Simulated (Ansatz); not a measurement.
The system is CdSe.

```
Cd Se
1.0
     0.00000    3.07027    3.07027
     3.07027    0.00000    3.07027
     3.07027    3.07027    0.00000
Cd Se
1 1
Direct
  0.00000 0.00000 0.00000
  0.25000 0.25000 0.25000
```

Measurements of this composition are mostly on another form, of space group No. 186.

Program: Ansatz 0.2.0. Alike in all runs: cell as given.

Problem. Order these runs on this cell by their band gap on the k mesh, lowest first.
A. level PBEsol+D4; potentials or basis all-electron LAPW, relativistic spinors; spin SOC, no magnetisation; k mesh 6 × 6 × 6; cutoff (eV) 266; smearing fixed; basis error allowed 0.001 eV/atom; mesh quality not flagged
B. level LDA; potentials or basis all-electron LAPW, relativistic spinors; spin SOC, no magnetisation; k mesh 6 × 6 × 6; cutoff (eV) 266; smearing fermi-dirac 0.05 eV; basis error allowed 0.001 eV/atom; mesh quality not flagged
C. level PBE; potentials or basis all-electron LAPW, scalar-relativistic; spin off; k mesh 4 × 4 × 4; cutoff (eV) 245; smearing fermi-dirac 0.02 eV; basis error allowed 0.002 eV/atom; mesh quality coarse

Solution. B (0.15 eV), A (0.30 eV), C (0.54 eV).

Caveats: some runs use coarse meshes.

A k mesh can miss the band edges.

Not every run made on this cell is shown here.
